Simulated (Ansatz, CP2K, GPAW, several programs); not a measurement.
**What cheap methods get right for CO2**

How much accuracy does each second buy? CO2 is computed with 7 methods, from the cheapest up to r2SCAN.

Program: CP2K, Ansatz, GPAW (versions at each run). Level of theory: no spin polarisation, static lattice; gaps from single points on the cell relaxed beforehand with r²SCAN. These are calculated values, not measurements.

5 further runs of the same task are left out: 5 set aside as unsound or not needed.

## (1) Starting point

The structure is tetragonal, space group I-42d (No. 122). Conventional cell: a = 3.910 Å, b = 3.910 Å, c = 5.935 Å, α = 90.00°, β = 90.00°, γ = 90.00°. C (site symmetry -4) is surrounded by 4 O at 1.39 Å. O (site symmetry 2) is surrounded by 2 C at 1.39 Å.

Coordinates:

```cif
data_structure
_symmetry_space_group_name_H-M 'P 1'
_symmetry_Int_Tables_number 1
_cell_length_a 4.0556
_cell_length_b 4.0556
_cell_length_c 4.0556
_cell_angle_alpha 122.367
_cell_angle_beta 122.367
_cell_angle_gamma 85.947
_cell_volume 45.36
loop_
_atom_site_label
_atom_site_type_symbol
_atom_site_fract_x
_atom_site_fract_y
_atom_site_fract_z
_atom_site_occupancy
C1 C 0.00000 0.00000 0.00000 1
C2 C 0.75000 0.25000 0.50000 1
O1 O 0.37500 0.29235 0.41735 1
O2 O 0.70765 0.12500 0.08265 1
O3 O 0.87500 0.95765 0.58265 1
O4 O 0.04235 0.62500 0.91735 1
```

**Question.** The methods are DFTB, PBE/DZVP, PBE/SZV, coarse PBE, GLLB-SC, PBE, r2SCAN. What gap does r2SCAN give on this cell, and which other methods (full PBE left aside) come nearest to r2SCAN and farthest in gap?

```
                                      quantity                                  value
                                        r2SCAN  gap 8.59 eV, 7.56 Å³/atom, B₀ 287 GPa
gap: nearest and farthest of the other methods    PBE/SZV (-0.50 eV), DFTB (+5.73 eV)
```

For the gap, of the 5 methods compared (full PBE left aside), PBE/SZV comes nearest to r2SCAN and DFTB is farthest. A minimal basis or a coarse cutoff and mesh shifts results by its own error, so closeness to r2SCAN can be chance. GLLB-SC is compared with its derivative discontinuity added. No volume is given for DFTB, PBE/SZV, coarse PBE, which can hide a larger miss. CPU times run from 0.67 s (coarse PBE) to 28 s (PBE/DZVP). On this cell PBE/DZVP, PBE/SZV, GLLB-SC cost more than r2SCAN itself (10 s), so they are no saving here. r2SCAN is a yardstick, not the truth: it usually gives gaps below the measured ones.
